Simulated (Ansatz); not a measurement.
# C: the cost of one run

Computed with Ansatz 0.2.0 (DFT PBE, scalar-relativistic, unless a step's input says otherwise).

1 further run of the same task is left out (it didn't finish).

**1. The starting structure**

It takes space group Fd-3m (No. 227, cubic). Conventional cell: a = 3.567 Å, b = 3.567 Å, c = 3.567 Å, α = 90.00°, β = 90.00°, γ = 90.00°. C (site symmetry -43m) is surrounded by 4 C at 1.54 Å.

Coordinates:

```xyz
2
Lattice="0.0000 1.7834 1.7834 1.7834 0.0000 1.7834 1.7834 1.7834 0.0000" Properties=species:S:1:pos:R:3 pbc="T T T"
C     1.7834    1.7834    1.7834
C     2.6751    2.6751    2.6751
```

Structure: COD 9008564, as refined from experiment and not relaxed.

Atoms are numbered in the order of the input: C1, C2.

**2. Volume × 0.95, LAPW**

Input file input.yaml:

```yaml
crystal:
  lattice:
    - [0.0, 1.7531670408, 1.7531670408]
    - [1.7531670408, 0.0, 1.7531670408]
    - [1.7531670408, 1.7531670408, 0.0]
  atoms:
    - { symbol: C, position: [0.5, 0.5, 0.5] }
    - { symbol: C, position: [0.75, 0.75, 0.75] }
kpoints:
  mp_grid: { grid: [20, 20, 20] }
scf:
  occupations: { method: fermi_dirac, width: 0.08 }
hamiltonian:
  xc: pbe
  pseudopotentials: { kind: all_electron, lapw: { basis_error: 0.0005 } }
output:
  forces: true
  stress: true
  eigenvalues: true
```

Command:

```
> ansatz run input.yaml --threads 1 --pin off --max-ram 2048MiB --backend cpu --events-out ev --progress --plain --runs-dir out
```

**Question.** How long does this run take on 1 thread of Arm Neoverse V1, shared host?

About 14 s.
